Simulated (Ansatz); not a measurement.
# HgTe (Fm-3m) in Ansatz: notebook

Aim: see how the results for HgTe move with the level of theory and the settings. Levels: BLYP+D4, PBE. Tasks: relaxation of cell and atoms, single point.

Everything below comes from runs of Ansatz 0.2.0. Logs are shortened: lines on timing, memory, paths and dates and some standing lists are left out, and cuts for length are marked.

## (1) The crystal as given

It takes space group Fm-3m (No. 225, cubic). The conventional cell has a = 6.360 Å, b = 6.360 Å, c = 6.360 Å, α = 90.00°, β = 90.00°, γ = 90.00°. Hg (site symmetry m-3m) has 6 Te at 3.18 Å as nearest neighbours. Te (site symmetry m-3m) has 6 Hg at 3.18 Å as nearest neighbours.

Measurements of this composition are mostly on another form, of space group No. 216.

## (2) Relaxation of cell and atoms, BLYP+D4

input.yaml reads:

```yaml
crystal:
  lattice:
    - [0.0, 3.18, 3.18]
    - [3.18, 0.0, 3.18]
    - [3.18, 3.18, 0.0]
  atoms:
    - { symbol: Hg, position: [0.0, 0.0, 0.0] }
    - { symbol: Te, position: [0.5, 0.5, 0.5] }
hamiltonian:
  xc: blyp
  pseudopotentials: { kind: paw }
  dispersion: d4
kpoints:
  mp_grid: { grid: [7, 7, 7] }
scf:
  occupations: { method: fermi_dirac, width: 0.05 }
output:
  forces: true
  stress: true
  eigenvalues: true
relax:
  f_tol: 0.01
  max_steps: 40
  cell: { stress_tol: 0.05 }
```

Potentials or basis: Ansatz PAW.

Command:

```sh
ansatz run input.yaml --threads 2 --pin off --max-ram 5632MiB --backend cpu --events-out ev --progress --plain --runs-dir out
```

The log of the run:

```text
Warning: RAYON_NUM_THREADS=2 ignored (pool sized by the plan → 2); use --threads N
Engine: ansatz 0.2.0, x86_64-unknown-linux-gnu
Pseudopotentials: kind: paw
Pseudopotential: Hg, paw, valence charge 20, recommended cutoff 420 eV (normal), Hg.paw.azcp
Pseudopotential: Te, paw, valence charge 16, recommended cutoff 420 eV (normal), Te.paw.azcp
Functional definition: BLYP
  parameter beta = 0.0042
  parameter a = 0.04918
  parameter b = 0.132
  parameter c = 0.2533
  parameter d = 0.349
  exchange = b88_x(beta = beta)
  correlation = lyp_c(a = a, b = b, c = c, d = d)
Crystal: 2 atoms, lattice volume = 64.315 Å³
Basis set: ecut = 420 eV, 1243 PW (Γ), exchange–correlation on 64×64×64 points (8 copies of the dense FFT grid, shifted against one another)
Bands: 22, of which v1, the nominal top of the filled ones, is band 18 counted from 1 (17 counted from 0)
Symmetry: 48 space group operations
Space group: Fm-3m (ITA 225), of the structure as read, at distance tolerance 4.0e-5 Å
k-points: 20 of 343
Non-local potential: Hg, projectors of the file, l = 0: 3, l = 1: 2, l = 2: 2, l = 3: 1
Non-local potential: Te, projectors of the file, l = 0: 2, l = 1: 2, l = 2: 2, l = 3: 2
PAW form: soft (Blöchl's): semilocal exchange-correlation on the pseudo side does not see the compensation charge
PAW frozen core: Hg, regenerated for the run's functional, and the local potential with it (the file was generated under x = pbe(κ = 0.804, μ = 0.2195149727645171), c = pbe(β = 0.06672455060314922))
PAW frozen core: Te, regenerated for the run's functional, and the local potential with it (the file was generated under x = pbe(κ = 0.804, μ = 0.2195149727645171), c = pbe(β = 0.06672455060314922))
PAW one-centre angular grid: Hg, 590 points (default); XC on 64 Gauss nodes
PAW one-centre angular grid: Te, 590 points (default); XC on 64 Gauss nodes
Initial density: superposition of atomic densities (neutral atoms: chi_scale 0, normalization atom), corrected by the library's trained network
Initial wavefunctions: pseudopotential atomic-orbital guess
Functional: x = b88, c = lyp
SCF iter   1: F=—  HF=-20839.616610 eV  |F-HF|=—  |Δ(HF+E_count)|=         —  Δρ=4.36e-3  dr2=1.09e-2  ethr=1.77e-3  ⟨swp⟩=6.1  Hψ=2065  notcnv=0
preconditioner: auto → none  [insulator: Δε(μ)=0.126 eV  Ē_g=9.972 eV  σ=0.050 eV  W_gap=0.52  n_scr=14 (ndim 8)  ℏωp=19.6 eV  f_vac=0.047  D(μ)=0.96/eV (n_scr^D=0)  ε∞_Penn≈4.9]
SCF iter   2: F=—  HF=-20839.614360 eV  |F-HF|=—  |Δ(HF+E_count)|=   2.25e-3  Δρ=1.81e-3  dr2=1.86e-3  ethr=3.02e-5  ⟨swp⟩=2.0  Hψ=835  notcnv=0
SCF iter   3: F=—  HF=-20839.614054 eV  |F-HF|=—  |Δ(HF+E_count)|=   3.06e-4  Δρ=9.16e-4  dr2=4.17e-4  ethr=5.17e-6  ⟨swp⟩=2.0  Hψ=611  notcnv=0
SCF iter   4: F=—  HF=-20839.613984 eV  |F-HF|=—  |Δ(HF+E_count)|=   6.96e-5  Δρ=1.28e-4  dr2=5.13e-6  ethr=1.16e-6  ⟨swp⟩=2.0  Hψ=616  notcnv=0
SCF iter   5: F=—  HF=-20839.613978 eV  |F-HF|=—  |Δ(HF+E_count)|=   6.31e-6  Δρ=4.42e-5  dr2=4.57e-7  ethr=1.42e-8  ⟨swp⟩=2.6  Hψ=775  notcnv=0
SCF iter   6: F=-20839.613979 eV  HF=-20839.613979 eV  |F-HF|=1.35e-8  |Δ(HF+E_count)|=   5.42e-7  Δρ=4.75e-6  dr2=7.59e-9  ethr=2.78e-10  ⟨swp⟩=6.2  Hψ=1870  notcnv=0
SCF 1 converged in 6 iterations: F = -20839.613979 eV  dr2 = 7.59e-9
relax step   1: F+E_penalty+E_count = -20839.61397874 eV  Δ(F+E_penalty+E_count) = +0.000e0 eV  max|allowed force component| = 1.242e-29 eV/Å  Δτ_max = 0.0000 Å  P = -4.288 GPa  Ω = 64.315 Å³  (6 SCF iters, dr2 threshold 1.00e-7 eV, accepted)
Crystal: 2 atoms, lattice volume = 56.538 Å³
Basis set: ecut = 420 eV, 1067 PW (Γ), exchange–correlation on 64×64×64 points (8 copies of the dense FFT grid, shifted against one another)
Initial density: handed on by an earlier stage of this run
Initial wavefunctions: those handed on with the density
iter 1 solved again at ethr=3.28e-5 eV; its pass at ethr=3.10e-3 eV (dr2=1.18e-2 eV) is discarded
[... 15 lines left out ...]
SCF iter   3: F=—  HF=-20839.724124 eV  |F-HF|=—  |Δ(HF+E_count)|=   9.74e-6  Δρ=7.72e-5  dr2=3.07e-6  ethr=9.72e-8  ⟨swp⟩=2.0  Hψ=596  notcnv=0
SCF iter   4: F=-20839.724125 eV  HF=-20839.724125 eV  |F-HF|=8.26e-8  |Δ(HF+E_count)|=   9.28e-7  Δρ=1.17e-5  dr2=9.37e-8  ethr=5.56e-10  ⟨swp⟩=3.6  Hψ=2034  notcnv=0
SCF 3 converged in 4 iterations: F = -20839.724125 eV  dr2 = 9.37e-8
relax step   3: F+E_penalty+E_count = -20839.72412487 eV  Δ(F+E_penalty+E_count) = -8.273e-4 eV  max|allowed force component| = 8.283e-30 eV/Å  Δτ_max = 0.0000 Å  P = -0.165 GPa  Ω = 57.371 Å³  energy of the carried Pulay correction = +1.769e-3 eV  (4 SCF iters, dr2 threshold 2.00e-7 eV, accepted)
Crystal: 2 atoms, lattice volume = 57.186 Å³
iter 1 solved again at ethr=2.48e-8 eV; its pass at ethr=3.10e-3 eV (dr2=8.94e-6 eV) is discarded
SCF iter   1: F=—  HF=-20839.724279 eV  |F-HF|=—  |Δ(HF+E_count)|=         —  Δρ=9.85e-5  dr2=9.05e-6  ethr=2.48e-8  ⟨swp⟩=3.0  Hψ=2546  notcnv=0
preconditioner: auto → none  [insulator: Δε(μ)=0.160 eV  Ē_g=10.539 eV  σ=0.050 eV  W_gap=0.60  n_scr=14 (ndim 8)  ℏωp=20.8 eV  f_vac=0.035  D(μ)=0.66/eV (n_scr^D=0)  ε∞_Penn≈4.9]
SCF iter   2: F=—  HF=-20839.724276 eV  |F-HF|=—  |Δ(HF+E_count)|=   3.09e-6  Δρ=4.65e-5  dr2=1.54e-6  ethr=2.48e-8  ⟨swp⟩=2.0  Hψ=601  notcnv=0
SCF iter   3: F=—  HF=-20839.724276 eV  |F-HF|=—  |Δ(HF+E_count)|=   4.33e-7  Δρ=1.51e-5  dr2=1.19e-7  ethr=4.28e-9  ⟨swp⟩=2.0  Hψ=614  notcnv=0
SCF iter   4: F=-20839.724276 eV  HF=-20839.724276 eV  |F-HF|=4.51e-10  |Δ(HF+E_count)|=   1.93e-8  Δρ=1.82e-6  dr2=1.57e-9  ethr=1.90e-10  ⟨swp⟩=5.0  Hψ=1730  notcnv=0
SCF 4 converged in 4 iterations: F = -20839.724276 eV  dr2 = 1.57e-9
relax step   4: F+E_penalty+E_count = -20839.72427565 eV  Δ(F+E_penalty+E_count) = -1.508e-4 eV  max|allowed force component| = 1.177e-29 eV/Å  Δτ_max = 0.0000 Å  P = -0.004 GPa  Ω = 57.186 Å³  energy of the carried Pulay correction = +1.821e-3 eV  (4 SCF iters, dr2 threshold 6.84e-8 eV, accepted)
Basis set: ecut = 420 eV, 1139 PW (Γ), exchange–correlation on 60×60×60 points (8 copies of the dense FFT grid, shifted against one another)
Initial wavefunctions: pseudopotential atomic-orbital guess (no wavefunctions were taken with the density)
iter 1 solved again at ethr=2.83e-8 eV; its pass at ethr=3.10e-3 eV (dr2=1.02e-5 eV) is discarded
SCF iter   1: F=—  HF=-20839.722536 eV  |F-HF|=—  |Δ(HF+E_count)|=         —  Δρ=2.27e-4  dr2=4.76e-6  ethr=2.83e-8  ⟨swp⟩=4.3  Hψ=3430  notcnv=0
preconditioner: auto → none  [insulator: Δε(μ)=0.159 eV  Ē_g=10.540 eV  σ=0.050 eV  W_gap=0.60  n_scr=14 (ndim 8)  ℏωp=20.8 eV  f_vac=0.038  D(μ)=0.66/eV (n_scr^D=0)  ε∞_Penn≈4.9]
SCF iter   2: F=—  HF=-20839.722544 eV  |F-HF|=—  |Δ(HF+E_count)|=   7.70e-6  Δρ=1.06e-4  dr2=1.03e-6  ethr=1.32e-8  ⟨swp⟩=2.0  Hψ=722  notcnv=0
SCF iter   3: F=—  HF=-20839.722535 eV  |F-HF|=—  |Δ(HF+E_count)|=   8.34e-6  Δρ=2.85e-5  dr2=2.55e-7  ethr=2.86e-9  ⟨swp⟩=2.0  Hψ=601  notcnv=0
SCF iter   4: F=—  HF=-20839.722535 eV  |F-HF|=—  |Δ(HF+E_count)|=   1.57e-8  Δρ=6.93e-6  dr2=1.35e-8  ethr=7.08e-10  ⟨swp⟩=2.0  Hψ=786  notcnv=0
SCF iter   5: F=—  HF=-20839.722535 eV  |F-HF|=—  |Δ(HF+E_count)|=   2.46e-9  Δρ=2.12e-6  dr2=6.36e-10  ethr=3.74e-11  ⟨swp⟩=2.0  Hψ=599  notcnv=0
SCF iter   6: F=-20839.722535 eV  HF=-20839.722535 eV  |F-HF|=3.64e-12  |Δ(HF+E_count)|=  8.08e-10  Δρ=1.55e-7  dr2=3.34e-12  ethr=1.00e-12  ⟨swp⟩=5.6  Hψ=2451  notcnv=0
SCF 5 converged in 6 iterations: F = -20839.722535 eV  dr2 = 3.34e-12
relax step   5: F+E_penalty+E_count = -20839.72253518 eV  Δ(F+E_penalty+E_count) = +1.740e-3 eV  max|allowed force component| = 1.170e-29 eV/Å  Δτ_max = 0.0000 Å  P = -0.014 GPa  Ω = 57.186 Å³  stress off target by 1.39e-2 GPa  SCF on the basis re-selected at this cell (its energy is not comparable with the rows above)  (6 SCF iters)
basis re-selected at this cell: Δ(F+E_penalty+E_count) = +1.740e-3 eV, ΔP = -0.010 GPa vs the last step (what re-selecting the basis moved, of the pressure what is left beyond the Pulay correction that the steps carried, after the strain that the cell walked since its last selection, with what the two solves' SCF thresholds leave and, on support functions, any second-order correction that the steps lacked; it is no measure of the basis error at this ecutwfc). The dense FFT grid was sized anew with the basis: this SCF ran on 30×30×30 points, the steps before it on 32×32×32, so part of this shift can come from that change (see relax.cell in the input reference). This SCF's stress stands 1.39e-2 GPa from its target on what of the cell is left free (relax.cell.stress_tol is 5.00e-2 GPa) and its largest allowed force component is 1.17e-29 eV/Å (relax.f_tol is 1.00e-2 eV/Å): within both
SCF converged after 6 iterations
Free energy (F): -20839.722535 eV
Harris-Foulkes:  -20839.722535 eV  (|F-HF|=3.64e-12)
Internal energy: -20839.716267 eV  (E = F + TS)
E sigma→0 (E₀):  -20839.719401 eV
Entropy (-TS):   -0.006269 eV (-3.134 meV/atom)
Fermi energy:    11.432265 eV
--- Per-component energies (eV) ---
  E_band       = -667.386341
  E_kinetic    = 785.861709
  E_local      = -4010.969266  (includes V_loc(G=0)·N_el)
  E_nonlocal   = -243.138335
  E_hartree    = 1988.040099
  E_xc         = -340.402287
  E_vxc        = -360.049073  (∫ρ·V_xc dr)
  E_paw        = -14655.603820  (= ΣΔE_a)
  E_vpaw       = -815.172237  (= ΣTr[D̂ρ^β])
  E_aug_tail   = 0.000653  (compensation charges beyond the density's cutoff)
  E_ewald      = -4361.865601
  E_disp       = -1.762032  (pairwise vdW)
  E_core_change = 0.122613  (= ΣΔE_core)
  E_smearing   = -0.006269  (= −TS)
  E_closure    = -0.000000  (closes the sum)
  Σ components = -20839.722535   (vs F -20839.722535, Δ=0.00e0)
--- Forces (eV/Å), atoms counted from 1 ---
  atom   1  Hg    -0.00000000     0.00000000     0.00000000
  atom   2  Te     0.00000000     0.00000000     0.00000000
  max |Σ_I F_I| component: 2.08e-29 eV/Å
--- Stress (GPa, compression-positive) ---
       -0.013903       0.000000       0.000000
        0.000000      -0.013903       0.000000
        0.000000       0.000000      -0.013903
  P = ⅓ Tr σ = -0.0139 GPa (-0.139 kbar)
--- Band table (eV; the first three rows and the last of 20) ---
  k-point 0: bands = ["-103.3589", "-51.7372", "-51.7372", "-51.7372", "-25.1540", "-25.1540", "-25.1512", "-25.1512", "-25.1512", "-0.6126", "4.6964", "4.6964", "4.7531", "4.7531", "4.7531", "10.2933", "10.6710", "10.6710", "10.6710", "19.1094", "19.1094", "19.1094"]
  k-point 1: bands = ["-103.3589", "-51.7373", "-51.7372", "-51.7372", "-25.1539", "-25.1539", "-25.1511", "-25.1510", "-25.1510", "-0.4448", "4.6330", "4.6330", "4.7311", "4.7785", "4.7785", "8.5432", "10.8294", "10.8294", "12.3302", "17.4064", "17.9694", "17.9694"]
  k-point 2: bands = ["-103.3589", "-51.7374", "-51.7372", "-51.7372", "-25.1537", "-25.1537", "-25.1509", "-25.1506", "-25.1506", "-0.0020", "4.4900", "4.4900", "4.6275", "4.8458", "4.8458", "6.9100", "11.2157", "11.2157", "13.6364", "15.8674", "16.5276", "16.5276"]
  k-point 19: bands = ["-103.3588", "-51.7375", "-51.7374", "-51.7373", "-25.1541", "-25.1532", "-25.1508", "-25.1503", "-25.1495", "0.5076", "4.4923", "4.6932", "4.7801", "4.9649", "5.2885", "6.8484", "8.1229", "9.0960", "12.7928", "16.3192", "18.1582", "18.8098"]
--- Relaxed structure (4 steps of the walk, 4 accepted, 1 SCFs on fresh bases) ---
  F+E_penalty+E_count = -20839.72253518 eV   max|allowed force component| = 1.170e-29 eV/Å   (the final SCF, on the basis selected at the relaxed cell)
  cell:  # Å, volume = 57.1858 Å³
    - [5.3501406345403714e-34, 3.057871947031768, 3.057871947031768]
    - [3.057871947031768, 6.369215041119499e-35, 3.057871947031768]
    - [3.057871947031768, 3.057871947031768, -1.6432574806088276e-33]
  atoms:
    - { symbol: Hg, position: [3.4067157035245395e-35, -4.416112949010225e-35, -3.154366392156374e-35] }
    - { symbol: Te, position: [0.5, 0.5, 0.5] }
```

It took 7.7 s on 2 threads of Intel Xeon Platinum 8259CL at 2.50GHz (Skylake/Cascade Lake), shared host; peak memory 0.38 GiB.

Results:

| Property | Result |
| --- | --- |
| Free energy | -20839.7225 eV |
| Relaxed volume | 28.59 Å³/atom |
| Relaxed cell | a = 4.324 Å, b = 4.324 Å, c = 4.324 Å, α = 60.00°, β = 60.00°, γ = 60.00° |
| Space group after relaxing (to 0.05 Å) | Fm-3m (No. 225) |
| Energy gained by relaxing | 54.3 meV/atom |
| Ionic steps | 5 |
| Pressure after relaxing | 0.0 GPa |
| Band gap on the k mesh | none (metal or under the smearing width) |

The path:
```
step  energy change (eV)  largest force (eV/Å)  volume (Å³)
   1              0.0000                0.0000        64.31
   2             -0.1093                0.0000        56.54
   3             -0.1101                0.0000        57.37
   4             -0.1103                0.0000        57.19
   5             -0.1086                0.0000        57.19
```

Final structure:
```
CELL_PARAMETERS angstrom
0.00000 3.05787 3.05787
3.05787 0.00000 3.05787
3.05787 3.05787 0.00000
ATOMIC_POSITIONS crystal
Hg 0.00000 0.00000 0.00000
Te 0.50000 0.50000 0.50000
```

Caveat: the plane-wave basis is chosen anew once the cell has moved, so the energies of steps on either side of that aren't comparable; the volume moved by -11 % from the deposited cell, more than functionals usually miss; pairwise dispersion overbinds metals, which lowers pressure and volume; the PAW data sets come from PBE, with cores solved anew for the run's functional, which leaves a small shift of forces and pressure. Spin-orbit coupling is left out, which matters for the levels of Hg, Te.

## (3) Single point, PBE

input.yaml reads:

```yaml
crystal:
  lattice:
    - [0.0, 3.18, 3.18]
    - [3.18, 0.0, 3.18]
    - [3.18, 3.18, 0.0]
  atoms:
    - { symbol: Hg, position: [0.0, 0.0, 0.0] }
    - { symbol: Te, position: [0.5, 0.5, 0.5] }
hamiltonian:
  xc: pbe
  pseudopotentials: { kind: paw }
kpoints:
  mp_grid: { grid: [7, 7, 7] }
scf:
  occupations: { method: gaussian, width: 0.029 }
output:
  forces: true
  stress: true
  eigenvalues: true
```

Potentials or basis: Ansatz PAW.

Command:

```sh
ansatz run input.yaml --threads 2 --pin off --max-ram 5632MiB --backend cpu --events-out ev --progress --plain --runs-dir out
```

Wall time 1.6 s (2 threads of Intel Xeon Platinum 8259CL at 2.50GHz (Skylake/Cascade Lake), shared host); peak memory 0.36 GiB.

Results (log left out):

* Free energy: -20793.3765 eV
* Pressure: -3.8 GPa
* Band gap on the k mesh: none (metal or under the smearing width)

Levels at points of the mesh, in eV from the Fermi level:
```tsv
k point	band 16	band 17	band 18	band 19	band 20	band 21
(0.00, 0.00, 0.00)	-1.39	-0.57	-0.57	-0.57	7.44	7.44
```

(Continued in part 2 of 2.)
